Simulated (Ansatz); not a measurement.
Rh:

```
Rh
1.0
     2.73098    0.00000    0.00000
    -1.36549    2.36510    0.00000
     0.00000    0.00000    4.42849
Rh
2
Direct
  0.33333 0.66667 0.25000
  0.66667 0.33333 0.75000
```

This isn't the form of Rh at room conditions, which is fcc.

| Item | Value |
| --- | --- |
| Program | Ansatz 0.2.0 |
| Task | single point |
| Functional | PBE |
| Potentials or basis | Ansatz PAW |
| Cutoff | 420 eV (not typed: the program's choice for these potentials) |
| k mesh | 11 × 11 × 6 |
| Occupations | fermi-dirac, width 0.05 eV |
| Spin | no spin polarisation |

On this cell: pressure -3.5 GPa; largest force under 0.003 eV/Å; band gap on the k mesh none (metal or under the smearing width).

The same run follows on a disturbed copy (atoms moved at random, drawn with an rms of 0.05 Å):

```xyz
2
Lattice="2.7310 0.0000 0.0000 -1.3655 2.3651 0.0000 0.0000 0.0000 4.4285" Properties=species:S:1:pos:R:3 pbc="T T T"
Rh    0.0101    1.5287    1.0722
Rh    1.3385    0.8279    3.3681
```

Problem. What changes?

Solution. The energy (extrapolated to zero smearing) moves by +24.9 meV/atom; pressure -2.3 GPa; largest force 0.870 eV/Å; band gap on the k mesh none (metal or under the smearing width).

Forces in eV/Å, atoms in the order of the input:
```
Rh  -0.158  0.326  0.791
Rh   0.158 -0.326 -0.791
```

Stress tensor (GPa, compression positive):
```
-1.42 -0.44 -0.46
-0.44 -3.20  0.85
-0.46  0.85 -2.17
```
